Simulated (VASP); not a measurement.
GaN:

```
Ga N
1.0
     3.18023    0.00000    0.00000
    -1.59012    2.75416    0.00000
     0.00000    0.00000    5.18322
Ga N
2 2
Direct
  0.33333 0.66667 0.99924
  0.66667 0.33333 0.49924
  0.33333 0.66667 0.37576
  0.66667 0.33333 0.87576
```

Program: VASP 6.6.1. Alike in all runs: potentials or basis VASP PAW PBE potentials, release 64 (Ga_d, N); no spin polarisation; cell as given; k mesh 12 × 12 × 5; cutoff (eV) 520; smearing gaussian 0.03 eV.

Q: Order these runs on this cell by their band gap on the k mesh, lowest first.
A. level r2SCAN
B. level PBE
C. level TB-mBJ

A: B (1.95 eV), A (2.35 eV), C (3.13 eV).

